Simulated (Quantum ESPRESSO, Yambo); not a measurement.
# Quasiparticle gap of ZnSe (Stilleite) in Yambo, part 3 of 3

Wanted: ground state, empty states, screening and self-energy for ZnSe (Stilleite).

Quantum ESPRESSO 7.5 and Yambo 5.3.0; PBE and many-body steps on it, plane waves. Known limits of the many-body steps: not at the basis limit; exchange with frozen shells missing; no spin-orbit coupling; coarse k mesh.

So far. Step 3 (Bands along the symmetry lines): The gap is 1.288 eV, as in the run before at this level. Step 4 (Empty states on the mesh, 4×4×4 mesh, 310 bands): On this mesh the gap is 1.288 eV.

### 6. Screening and self-energy, 4×4×4 mesh, 310 bands, screening to 217.7 eV

G0W0 replaces the xc potential by the self-energy, built once from these orbitals. Only a window of levels is corrected, while the sums run over the empty bands that the input names.

This step: G0W0 on PBE, plane waves, norm-conserving pseudopotentials.

Contents of gw3.in:

```
HF_and_locXC
gw0
dyson
ppa
em1d
rim_cut
RandQpts= 1000000
RandGvec= 1 RL
EXXRLvcs= 78 Ry
VXCRLvcs= 312 Ry
Chimod= "HARTREE"
% BndsRnXp
 1 | 310 |
%
NGsBlkXp= 16 Ry
% LongDrXp
 1 | 1 | 1 |
%
% GbndRnge
 1 | 310 |
%
DysSolver= "n"
ExtendOut
PPAPntXp= 27.21138 eV
% QPkrange
 1 | 1 | 17 | 20 |
%
```

Run with:

```
$ OMP_NUM_THREADS=1 mpirun -n 4 yambo -F gw3.in -J gw3 -C gw3 > gw3.log
```

Output:

```text
 Yambo, version 5.3.0

 [02] CORE Variables Setup
 =========================

  [... cell, symmetries and grids as in the set-up ...]

  [02.05] Energies & Occupations
  ==============================

  [X] === General ===
  [X] Electronic Temperature                        :  0.000000  0.000000 [eV K]
  [X] Bosonic    Temperature                        :  0.000000  0.000000 [eV K]
  [X] Finite Temperature mode                       : no
  [X] El. density                                   :  0.79098E+24 [cm-3]
  [X] Fermi Level                                   :  8.386209 [eV]

  [X] === Gaps and Widths ===
  [X] Conduction Band Min                           :  1.288098 [eV]
  [X] Valence Band Max                              :  0.000000 [eV]
  [X] Filled Bands                                  :  18
  [X] Empty Bands                                   :   19  310
  [X] Direct Gap                                    :  1.288098 [eV]
  [X] Direct Gap localized at k                     :  1
  [X] Indirect Gap                                  :  1.288098 [eV]
  [X] Indirect Gap between kpts                     :  1  1
  [X] Last valence band width                       :  2.657489 [eV]
  [X] 1st conduction band width                     :  4.196724 [eV]

 [03] Transferred momenta grid and indexing
 ==========================================

 IBZ Q-points                                      :   8
 BZ  Q-points                                      :   64

 K/Q-points units:
 rlu = crystal or reduced units; cc = cartesian coordinates; iku = interal k-units

 Q [1]          [rlu]:  0.000000  0.000000  0.000000
 Q [2]          [rlu]:  0.33641E-17  0.33641E-17  0.25000
 Q [3]          [rlu]: -0.67283E-17 -0.67283E-17 -0.50000
 Q [4]          [rlu]: -0.60307E-17  0.25000      0.25000
 Q [5]          [rlu]: -0.10514E-16  0.25000      0.50000
 Q [6]          [rlu]: -0.67283E-17  0.25000     -0.25000
 Q [7]          [rlu]:  0.12061E-16 -0.50000     -0.50000
 Q [8]          [rlu]:  0.250000 -0.500000 -0.250000

 [04] Coloumb potential Random Integration (RIM)
 ===============================================

  [04.01] RIM initialization
  ==========================

  * Diagonal components only detected *

  8 x (sBL volume)        :  0.100952 [a.u.]
  sBZ random points       :  1000000
  Points outside the sBZ  :   7968281
  RL volume               :  0.807617 [a.u.]
  Integrated volume       :  0.810832 [a.u.]

  [04.02] RIM integrals
  =====================

  Gamma point sphere radius             :  0.084461 [a.u.]
  Points outside the sphere             :   800476
  [Int_sBZ(q=0) 1/q^2]*(Vol_sBZ)^(-1/3) =:  7.776341
                                 should be <:  7.795600

  Summary of Coulomb integrals for non-metallic bands |Q|[au] RIM/Bare

  Q [1] 0.100000E-4 0.997530 * Q [2] 0.254029 1.068455
  Q [4] 0.293327 1.068048 * Q [6] 0.414827 1.030576
  Q [5] 0.486428 1.023062 * Q [3] 0.508057 1.020719
  Q [7] 0.586654 1.016898 * Q [8] 0.655899 1.013831

 [05] Dipoles
 ============

  [05.01] Setup: observables and procedures
  =========================================

 [06] Dynamic Dielectric Matrix (PPA)
 ====================================

 [WR./gw3//ndb.pp]---------------------------------------------------------------
  Brillouin Zone Q/K grids (IBZ/BZ)                :    8   64    8   64
  RL vectors                                       :   4477 [WF]
  Coulomb cutoff potential                         : none
  Electronic Temperature                           :  0.000000 [K]
  Bosonic    Temperature                           :  0.000000 [K]
  PPA    diel. fun.  energies                      : Perdew, Burke & Ernzerhof(X)+Perdew, Burke & Ernzerhof(C)
  wavefunctions                                    : Perdew, Burke & Ernzerhof(X)+Perdew, Burke & Ernzerhof(C)
  Global Gauge                                     : length
  X matrix size                                    :   339
  X band range                                     :    1  310
  X e/h energy range                               : -1.000000 -1.000000 [eV]
  X Time ordering                                  : R
  X Hxc Kernel                                     : HARTREE
  X Drude frequency                                :  0.000000  0.000000
  X poles                                          :  100.0000 [o/o]
  RL vectors in the sum                            :   4477
  [r,Vnl] included                                 : yes
  Field direction                                  :  0.577350E-5  0.577350E-5  0.577350E-5
  BZ energy Double Grid                            : no
  BZ energy DbGd points                            : 0
  BZ Q point size factor                           : -1.000000
  X Optical Averaged directions                    : none

 [07] Local Exchange-Correlation + Non-Local Fock
 ================================================

 [VXC] Plane waves :  28571
 [EXS] Plane waves :   3647

 QP @ state[ 1 ] K range:  1  1
 QP @ state[ 1 ] b range:  17  20

 [xc] Functional : Perdew, Burke & Ernzerhof(X)+Perdew, Burke & Ernzerhof(C)
 [xc] LIBXC used to calculate xc functional
  PP Number of Atomic Species                      :  2
  NLCC RL compoments                               :  28571
  PP Number of Atomic Species                      :  2
  NLCC RL compoments                               :  28571

 [xc] E_xc :  -30.54710 [Ha]
      E_xc :  -61.09419 [Ry]

  Local XC kind (lXC) : Perdew, Burke & Ernzerhof(X)+Perdew, Burke & Ernzerhof(C)
  Non-Local XC kind (nlXC) : Hartree-Fock

  Corrections @ K [1] :  [eV]
 <17|nlXC|17> = -20.37816 -0.17839E-17 <17|lXC|17> = -16.58833 -0.59005E-16
 <18|nlXC|18> = -20.37815  0.39749E-17 <18|lXC|18> = -16.58833  0.94408E-16
 <19|nlXC|19> = -8.956138 -0.11898E-17 <19|lXC|19> = -12.62429 -0.56645E-15
 <20|nlXC|20> = -6.041888  0.10046E-17 <20|lXC|20> = -10.89079 -0.18882E-15

 [08] Dyson equation: Newton solver
 ==================================

  [08.01] G0W0 (W PPA)
  ====================

  [  GW  ] Bands range     :    1  310
  [GW/PPA] G damping       :  0.100000 [eV]

  QP @ state[ 1 ] K range:  1  1
  QP @ state[ 1 ] b range:  17  20

   Sc/G bands                                       :    1  310
   Sc/G damping                                     :  0.100000 ev
   Sc bands terminator                              : no
   Sx RL components                                 :   3647

   QP @ state[ 1 ] K range                          :  1  1
   QP @ state[ 1 ] b range                          :  17  20
   GF energies kind                                 : Perdew, Burke & Ernzerhof(X)+Perdew, Burke & Ernzerhof(C)
   GF WF`s kind                                     : Perdew, Burke & Ernzerhof(X)+Perdew, Burke & Ernzerhof(C)
   Xs energies kind                                 : Perdew, Burke & Ernzerhof(X)+Perdew, Burke & Ernzerhof(C)
   Xs WF`s kind                                     : Perdew, Burke & Ernzerhof(X)+Perdew, Burke & Ernzerhof(C)

 [11] Game Over & Game summary
```

Wall time 6.3 min (4 MPI ranks of Arm Neoverse V1, shared host); peak memory 2.2 GiB.

Numbers from this step:

* G0W0 gap on the points computed: 2.534 eV
* starting gap on the mesh: 1.288 eV
* k of the valence top: 0, 0, 0
* k of the conduction bottom: 0, 0, 0
* least direct G0W0 gap on the computed points: 2.534 eV
* Z at the valence top: 0.7968
* Z at the conduction bottom: 0.8125

The gap on the mesh goes from 1.29 eV to 2.53 eV, a correction of +1.25 eV.

Limits: finite bands, cutoff and mesh; exchange with frozen shells missing; no spin-orbit coupling; coarse k mesh. v1 is the top filled band, c1 the lowest empty one. Levels before and after the correction, in eV, zero at the valence-band top of each column:

```csv
,conduction bottom,valence top
Kohn-Sham,1.29,0.00
G0W0,2.53,0.00
```

```csv
,level,energy (eV)
Kohn-Sham,Γ v2-v1,0.000
Kohn-Sham,Γ c1,1.288
Kohn-Sham,Γ c2,5.815
G0W0,Γ v2-v1,0.000
G0W0,Γ c1,2.534
G0W0,Γ c2,7.532
```

### 7. Where the time went

Times are wall times on the hardware named with each run, good to a factor of about two.

```csv
step,time,share,memory (GiB)
ground state,7.8 s,2 %,0.28
bands along the symmetry lines,5.9 s,1 %,0.23
empty states on the mesh,30 s,7 %,0.6
conversion and set-up,2.5 s,1 %,0.25
screening and self-energy,6.3 min,89 %,2.2
```

### 8. What came out

```json
{
 "PBE gap": "1.29 eV, direct",
 "G0W0 gap on the mesh": "2.53 eV",
 "GW settings": "4×4×4 mesh, 310 bands, screening to 217.7 eV, Godby-Needs plasmon pole",
 "known limits": "not at the basis limit; exchange with frozen shells missing; no spin-orbit coupling; coarse k mesh"
}
```

G0W0 moves the gap on the mesh from 1.29 eV to 2.53 eV (+1.25 eV), with Z of 0.80 and 0.81 at the edges. Only 1 of the mesh's irreducible points was corrected, so a valley elsewhere could overtake. The dearest step here is «screening and self-energy». Against experiment, by G0W0@PBE: the direct gap of 2.53 eV lies −0.16 eV from the measured 2.695 ± 0.003 eV (exciton, 300 K, 2023). An exciton line or allowed optical edge lies below the quasiparticle gap by the binding energy; a forbidden edge can push the onset above it. The calculation has static nuclei and no excitons; a measured gap holds zero-point and thermal motion, which mostly lowers it. Bands and cutoff are finite, so the gap is not at the basis limit. The miss can reach some tenths of an eV and take either sign; the mesh is an error of its own. In the G0W0 run levels were corrected at 1 k point alone, so a gap called «on the mesh» is the least over those, and an edge elsewhere would be missed. The 4×4×4 mesh is coarse for this cell, which bears on the long-range parts of exchange and screening. The norm-conserving file of at least one element keeps a d shell over frozen s and p shells of the same row. Exchange with those shells is missing from the self-energy, an error of 0.3 to 0.9 eV in cases checked, whose sign depends on which edge lies on those atoms. The many-body steps are scalar-relativistic: spin-orbit coupling is not in them.

[Paths, hosts, dates, memory and timing lines, banners, echoed tables and standing remarks are left out of the program output.]

[Logs are printed without paths, hosts, clocks, repeated set-up lines and the standing remarks that a program may print on its own settings, such as how far it seeks lower states.]

[Runs of the session that timed out or met a known fault of the program may be left out.]

[Hosts, paths, dates, database ids (printed as entryN), source tags and the programs' standing remarks are cut or masked in the printed files.]
